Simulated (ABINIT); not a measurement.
# C (Fd-3m) in ABINIT: settings compared

Aim: see how the results for C move with the level of theory and the settings. Levels: r2SCAN, PBEsol, PBE+D3(BJ), BLYP+D2, SOGGA. Tasks: band structure, equation of state.

Program: ABINIT 10.8.3 (patched build). These are calculated values, not measurements. Logs are shortened: lines on timing, memory, paths and dates and some standing lists are left out, and cuts for length are marked. The log counts tension as positive stress, the text compression.

**Experimental background.**

From “Equation of state of cubic boron nitride at high pressures and temperatures”, 2007, arxiv:cond-mat/0702656, for a bulk crystal of C: bulk modulus 442 ± 5 GPa; bulk modulus 444.8 ± 0.8 GPa.

How close the calculation comes is told below.

**1. Starting point**

Symmetry: Fd-3m, No. 227, cubic system. The conventional cell has a = 3.567 Å, b = 3.567 Å, c = 3.567 Å, α = 90.00°, β = 90.00°, γ = 90.00°. C (site symmetry -43m) is surrounded by 4 C at 1.54 Å.

This isn't the form of C at room conditions, which is graphite.

**2. Band structure, r2SCAN**

Input file run.abi:

```
# Datasets: ground state, then fixed potential
ndtset 2

# Pseudopotentials
pp_dirpath "./"
pseudos "C.upf"

# Structure
acell 3*1.0
rprim
     0.0000000000     3.3700808789     3.3700808789
     3.3700808789     0.0000000000     3.3700808789
     3.3700808789     3.3700808789     0.0000000000
ntypat 1
znucl 6
natom 2
typat 1 1
xcart
     2.6750550000     2.6750550000     2.6750550000
     1.7833700000     1.7833700000     1.7833700000 Angstrom

# Plane-wave basis
ecut 49.0

# Exchange and correlation
ixc -497498
usekden 1
nc_xccc_gspace 1
boxcutmin 3.0

# Bands and occupations
occopt 3
tsmear 0.00183747

# SCF cycle
nstep 100

# Output
iomode 3
prtwf 0
prteig 0
prtebands 0
enunit 2
prtden1 1
prtkden1 1

# Dataset 1
kptopt1 1
ngkpt1 13 13 13
nshiftk1 1
shiftk1 0.0 0.0 0.0
nband1 8
tolvrs1 1.0e-9

# Dataset 2: bands along G-X-W-K-G-L-U-W-L-K
iscf2 -2
getden2 1
getkden2 1
nband2 12
nbdbuf2 2
tolwfr2 1.0e-12
kptopt2 -9
ndivsm2 8
prteig2 1
prtvol2 -3
kptbounds2
     0.0000000000     0.0000000000     0.0000000000
     0.5000000000     0.0000000000     0.5000000000
     0.5000000000     0.2500000000     0.7500000000
     0.3750000000     0.3750000000     0.7500000000
     0.0000000000     0.0000000000     0.0000000000
     0.5000000000     0.5000000000     0.5000000000
     0.6250000000     0.2500000000     0.6250000000
     0.5000000000     0.2500000000     0.7500000000
     0.5000000000     0.5000000000     0.5000000000
     0.3750000000     0.3750000000     0.7500000000
```

Potentials or basis: PseudoDojo NC SR PBE v0.5 standard.

Run with:

```bash
$ abinit run.abi > log 2>&1
```

run.abo:

```text
.Version 10.8.3 of ABINIT
 DATASET    1 : space group Fd -3 m (#227); Bravais cF (face-center cubic)
================================================================================
 Values of the parameters that define the memory need for DATASET  1.
     intxc =       0    ionmov =       0      iscf =       7    lmnmax =       4
     lnmax =       4     mgfft =      48  mpssoang =       2    mqgrid =    3001
     natom =       2  nloc_mem =       1    nspden =       1   nspinor =       1
    nsppol =       1      nsym =      48    n1xccc =    2501    ntypat =       1
    occopt =       3   xclevel =       2
       mpw =        1279          nfft =      110592          nkpt =          84
================================================================================
================================================================================

 DATASET    2 : space group Fd -3 m (#227); Bravais cF (face-center cubic)
================================================================================
 Values of the parameters that define the memory need for DATASET  2.
     intxc =       0    ionmov =       0      iscf =      -2    lmnmax =       4
     lnmax =       4     mgfft =      48  mpssoang =       2    mqgrid =    3001
     natom =       2  nloc_mem =       1    nspden =       1   nspinor =       1
    nsppol =       1      nsym =      48    n1xccc =    2501    ntypat =       1
    occopt =       3   xclevel =       2
       mpw =        1283          nfft =      110592          nkpt =         139
================================================================================
================================================================================

--------------------------------------------------------------------------------
------------- Echo of variables that govern the present computation ------------
--------------------------------------------------------------------------------
 -outvars: echo values of preprocessed input variables --------
            acell      1.0000000000E+00  1.0000000000E+00  1.0000000000E+00 Bohr
              amu      1.20110000E+01
        boxcutmin      3.00000000E+00
             ecut      4.90000000E+01 Hartree
           enunit           2
           getden1          0
           getden2          1
          getkden1          0
          getkden2          1
             iscf1          7
             iscf2         -2
              ixc     -497498
           jdtset        1    2
           kptopt1          1
           kptopt2         -9
         kptrlatt       13    0    0      0   13    0      0    0   13
          kptrlen1     6.19581831E+01
          kptrlen2     3.00000000E+01
            natom           2
            nband1          8
            nband2         12
           nbdbuf1          0
           nbdbuf2          2
   nc_xccc_gspace           1
           ndtset           2
           ndivsm1          0
           ndivsm2          8
            ngfft          48      48      48
             nkpt1         84
             nkpt2        139
            nstep         100
             nsym          48
           ntypat           1
           occopt           3
        prtebands           0
           prteig1          0
           prteig2          1
          prtkden           1
           prtvol1          0
           prtvol2         -3
            prtwf           0
            rprim      0.0000000000E+00  3.3700808789E+00  3.3700808789E+00
                       3.3700808789E+00  0.0000000000E+00  3.3700808789E+00
                       3.3700808789E+00  3.3700808789E+00  0.0000000000E+00
           shiftk1     0.00000000E+00  0.00000000E+00  0.00000000E+00
           shiftk2     5.00000000E-01  5.00000000E-01  5.00000000E-01
          spgroup         227
           tolvrs1     1.00000000E-09
           tolvrs2     0.00000000E+00
           tolwfr1     0.00000000E+00
           tolwfr2     1.00000000E-12
           tsmear      1.83747000E-03 Hartree
            typat      1  1
          usekden           1
[... 918 lines left out ...]
)     Minimum=    1.6317E-02  at reduced coord.    0.0000    0.0000    0.0000
   Integrated=    8.3393E+00
--------------------------------------------------------------------------------

--- !ResultsGS
iteration_state: {dtset: 2, }
comment   : Summary of ground state results
lattice_vectors:
- [  0.0000000,   3.3700809,   3.3700809, ]
- [  3.3700809,   0.0000000,   3.3700809, ]
- [  3.3700809,   3.3700809,   0.0000000, ]
lattice_lengths: [   4.76601,    4.76601,    4.76601, ]
lattice_angles: [ 60.000,  60.000,  60.000, ] # degrees, (23, 13, 12)
lattice_volume:   7.6551017E+01
convergence: {deltae:  0.000E+00, res2:  0.000E+00, residm:  9.992E-13, diffor:  0.000E+00, }
etotal    :  -1.21086827E+01
entropy   :   0.00000000E+00
fermie    :   4.87783851E-01
cartesian_stress_tensor: null
pressure_GPa: null
xred      :
- [  7.5000E-01,   7.5000E-01,   7.5000E-01,  C]
- [  5.0000E-01,   5.0000E-01,   5.0000E-01,  C]
cartesian_forces: null
force_length_stats: {min: null, max: null, mean: null, }
...

 Integrated electronic density in atomic spheres:
 ------------------------------------------------
 Atom  Sphere_radius  Integrated_density
    1        2.00000          4.71740906
    2        2.00000          4.71740906
================================================================================

 ----iterations are completed or convergence reached----

 Mean square residual over all n,k,spin=   38.600E-14; max=  99.915E-14
 reduced coordinates (array xred) for    2 atoms
       0.750000000419      0.750000000419      0.750000000419
       0.500000000419      0.500000000419      0.500000000419

 cartesian coordinates (angstrom) at end:
    1      2.67505499970099     2.67505499970099     2.67505499970099
    2      1.78337000029901     1.78337000029901     1.78337000029901
 length scales=  1.000000000000  1.000000000000  1.000000000000 bohr
              =  0.529177210544  0.529177210544  0.529177210544 angstroms
 Eigenvalues (hartree) for nkpt= 139  k points:
 kpt#   1, nband= 12, wtk=  1.00000, kpt=  0.0000  0.0000  0.0000 (reduced coord)
  -0.46205    0.38306    0.38306    0.38306    0.59783    0.59783    0.59783    0.86431
   1.11859    1.39902    1.39902    1.44248
 kpt#   2, nband= 12, wtk=  1.00000, kpt=  0.0217  0.0000  0.0217 (reduced coord)
  -0.46138    0.38009    0.38009    0.38120    0.59722    0.60140    0.60140    0.86514
   1.11994    1.36750    1.39987    1.44405
 kpt#   3, nband= 12, wtk=  1.00000, kpt=  0.0435  0.0000  0.0435 (reduced coord)
  -0.45936    0.37175    0.37175    0.37571    0.59544    0.61157    0.61157    0.86743
   1.12392    1.32147    1.40243    1.44874
 kpt#   4, nband= 12, wtk=  1.00000, kpt=  0.0652  0.0000  0.0652 (reduced coord)
  -0.45600    0.35936    0.35936    0.36679    0.59257    0.62698    0.62698    0.87052
   1.13041    1.27610    1.40670    1.45656
 kpt#   5, nband= 12, wtk=  1.00000, kpt=  0.0870  0.0000  0.0870 (reduced coord)
  -0.45130    0.34434    0.34434    0.35475    0.58875    0.64621    0.64621    0.87333
   1.13919    1.23412    1.41268    1.46747
 kpt#   6, nband= 12, wtk=  1.00000, kpt=  0.1087  0.0000  0.1087 (reduced coord)
  -0.44527    0.32781    0.32781    0.33993    0.58418    0.66811    0.66811    0.87435
[... 385 lines left out ...]
 kpt# 135, nband= 12, wtk=  1.00000, kpt=  0.4107  0.4107  0.6786 (reduced coord)
  -0.18433   -0.08605    0.07046    0.20051    0.62473    0.87306    0.89189    0.91908
   1.09325    1.33733    1.34027    1.60970
 kpt# 136, nband= 12, wtk=  1.00000, kpt=  0.4018  0.4018  0.6964 (reduced coord)
  -0.17231   -0.07940    0.04775    0.19225    0.61615    0.87212    0.89451    0.93929
   1.08849    1.34099    1.34118    1.64563
 kpt# 137, nband= 12, wtk=  1.00000, kpt=  0.3929  0.3929  0.7143 (reduced coord)
  -0.15974   -0.07623    0.03042    0.18479    0.60855    0.84679    0.91392    0.96095
   1.08845    1.34043    1.34911    1.67475
 kpt# 138, nband= 12, wtk=  1.00000, kpt=  0.3839  0.3839  0.7321 (reduced coord)
  -0.14744   -0.07878    0.02163    0.17824    0.60199    0.82090    0.93063    0.97758
   1.09465    1.33837    1.36152    1.69329
 kpt# 139, nband= 12, wtk=  1.00000, kpt=  0.3750  0.3750  0.7500 (reduced coord)
  -0.13815   -0.08528    0.02240    0.17271    0.59647    0.79550    0.94415    0.98720
   1.10797    1.33468    1.37854    1.70029
 Eigenvalues (   eV  ) for nkpt= 139  k points:
 kpt#   1, nband= 12, wtk=  1.00000, kpt=  0.0000  0.0000  0.0000 (reduced coord)
 -12.57313   10.42354   10.42354   10.42354   16.26769   16.26769   16.26769   23.51908
  30.43849   38.06919   38.06919   39.25196
 kpt#   2, nband= 12, wtk=  1.00000, kpt=  0.0217  0.0000  0.0217 (reduced coord)
 -12.55483   10.34274   10.34274   10.37306   16.25121   16.36506   16.36506   23.54175
  30.47503   37.21160   38.09242   39.29458
 kpt#   3, nband= 12, wtk=  1.00000, kpt=  0.0435  0.0000  0.0435 (reduced coord)
 -12.49994   10.11581   10.11581   10.22363   16.20266   16.64158   16.64158   23.60392
  30.58341   35.95895   38.16212   39.42235
 kpt#   4, nband= 12, wtk=  1.00000, kpt=  0.0652  0.0000  0.0652 (reduced coord)
 -12.40851    9.77879    9.77879    9.98094   16.12456   17.06093   17.06093   23.68801
  30.75995   34.72446   38.27829   39.63497
 kpt#   5, nband= 12, wtk=  1.00000, kpt=  0.0870  0.0000  0.0870 (reduced coord)
 -12.28062    9.37000    9.37000    9.65325   16.02080   17.58426   17.58426   23.76452
  30.99882   33.58208   38.44089   39.93190
 kpt#   6, nband= 12, wtk=  1.00000, kpt=  0.1087  0.0000  0.1087 (reduced coord)
 -12.11640    8.92022    8.92022    9.25003   15.89622   18.18015   18.18015   23.79237
[... 386 lines left out ...]
  -5.01580   -2.34143    1.91738    5.45623   16.99980   23.75713   24.26962   25.00936
  29.74888   36.39074   36.47056   43.80215
 kpt# 136, nband= 12, wtk=  1.00000, kpt=  0.4018  0.4018  0.6964 (reduced coord)
  -4.68890   -2.16047    1.29931    5.23152   16.76628   23.73153   24.34073   25.55938
  29.61945   36.49030   36.49534   44.77975
 kpt# 137, nband= 12, wtk=  1.00000, kpt=  0.3929  0.3929  0.7143 (reduced coord)
  -4.34671   -2.07442    0.82768    5.02843   16.55952   23.04237   24.86907   26.14887
  29.61827   36.47483   36.71114   45.57223
 kpt# 138, nband= 12, wtk=  1.00000, kpt=  0.3839  0.3839  0.7321 (reduced coord)
  -4.01218   -2.14367    0.58855    4.85026   16.38098   22.33784   25.32384   26.60127
  29.78703   36.41897   37.04877   46.07683
 kpt# 139, nband= 12, wtk=  1.00000, kpt=  0.3750  0.3750  0.7500 (reduced coord)
  -3.75922   -2.32048    0.60944    4.69959   16.23082   21.64671   25.69163   26.86295
  30.14931   36.31842   37.51197   46.26723

== END DATASET(S) ==============================================================
================================================================================

 -outvars: echo values of variables after computation  --------
            acell      1.0000000000E+00  1.0000000000E+00  1.0000000000E+00 Bohr
           etotal1    -1.2108682723E+01
            fcart1     0.0000000000E+00  9.9873167734E-30 -2.9961950320E-29
                       2.8025969286E-45 -9.9873167734E-30  2.9961950320E-29
            rprim      0.0000000000E+00  3.3700808789E+00  3.3700808789E+00
                       3.3700808789E+00  0.0000000000E+00  3.3700808789E+00
                       3.3700808789E+00  3.3700808789E+00  0.0000000000E+00
           strten1    -1.2329434023E-04 -1.2329434023E-04 -1.2329434023E-04
                       0.0000000000E+00  0.0000000000E+00  0.0000000000E+00
           xangst      2.6750549997E+00  2.6750549997E+00  2.6750549997E+00
                       1.7833700003E+00  1.7833700003E+00  1.7833700003E+00
             xred      7.5000000042E-01  7.5000000042E-01  7.5000000042E-01
                       5.0000000042E-01  5.0000000042E-01  5.0000000042E-01
 Calculation completed.
```

Run time: 6.2 min. Hardware: 1 thread of Arm Neoverse V2, shared host; peak memory 0.12 GiB.

What came out:

* Free energy: -329.4940 eV
* Pressure: 3.6 GPa
* Band gap on the k mesh: 4.17 eV, indirect (least direct gap 5.84 eV)
* Band gap along the path: 4.16 eV, indirect (least direct gap 5.84 eV)
* All electrons inside the program's atomic spheres: C 4.72 (radii [1.0584] Å)

Levels at the corners of the path, in eV from the valence-band top:
```csv
point,band 1,band 2,band 3,band 4,band 5,band 6,band 7,band 8,band 9
Γ,-23.00,0.00,0.00,0.00,5.84,5.84,5.84,13.10,20.02
X,-13.85,-13.85,-6.71,-6.71,4.82,4.82,17.94,17.94,24.57
W,-13.10,-13.10,-8.78,-8.78,11.27,11.27,12.72,12.72,22.67
K,-14.18,-12.74,-9.81,-5.72,5.81,11.22,15.27,16.44,19.73
Γ,-23.00,0.00,0.00,0.00,5.84,5.84,5.84,13.10,20.02
L,-17.07,-14.20,-3.01,-3.01,8.68,8.91,8.91,16.68,23.17
U,-14.18,-12.74,-9.81,-5.72,5.81,11.22,15.27,16.44,19.73
W,-13.10,-13.10,-8.78,-8.78,11.27,11.27,12.72,12.72,22.67
L,-17.07,-14.20,-3.01,-3.01,8.68,8.91,8.91,16.68,23.17
K,-14.18,-12.74,-9.81,-5.72,5.81,11.22,15.27,16.44,19.73
```

Caveat: a meta-GGA on potentials with a model core is unreliable; the potentials were made for another functional, which shifts forces and pressure.

**3. Equation of state, PBEsol**

Input file run.abi:

```
ndtset 7
getwfk -1
scalecart1 3*0.9795861087
scalecart2 3*0.9864848297
scalecart3 3*0.9932883884
scalecart4 3*1.0000000000
scalecart5 3*1.0066227096
scalecart6 3*1.0131594038
scalecart7 3*1.0196128224

pp_dirpath "./"
pseudos "C.GGA_PBE-JTH.xml"

acell 3*1.0 Angstrom
rprim
     0.0000000000     1.7833700000     1.7833700000
     1.7833700000     0.0000000000     1.7833700000
     1.7833700000     1.7833700000     0.0000000000
ntypat 1
znucl 6
natom 2
typat 1 1
xred
     0.7500000000     0.7500000000     0.7500000000
     0.5000000000     0.5000000000     0.5000000000

ecut 20.0
pawecutdg 40.0

kptopt 1
ngkpt 13 13 13
nshiftk 1
shiftk 0.0 0.0 0.0

ixc -116133

nband 8
occopt 3
tsmear 0.05 eV

nstep 100
tolvrs 1.0e-9

iomode 3
prtwf 1
prtden 0
prteig 0
prtebands 0
enunit 2
```

Potentials or basis: JTH PAW PBE v2.0.

Run with:

```bash
$ abinit run.abi > log 2>&1
```

It took 37 s on 1 thread of Arm Neoverse V2, shared host; peak memory 0.12 GiB.

The run converged. Its results:

```
Equilibrium volume                      : 5.61 Å³/atom
Bulk modulus                            : 452 GPa
Pressure derivative of the bulk modulus : 3.7 (rough: it moves with the points fitted)
```

Energy against volume, from the lowest point:
```csv
volume (Å³/atom),energy (meV/atom)
5.332,20.56
5.445,6.67
5.558,0.00
5.672,0.50
5.785,6.86
5.899,18.77
6.012,36.02
```

Caveat: pressures at fixed basis lie under the slope of the energies; the PAW data sets were made with another functional, which shifts forces and pressure a little; the atomic spheres overlap.

(Part 1 of 2 ends here.)
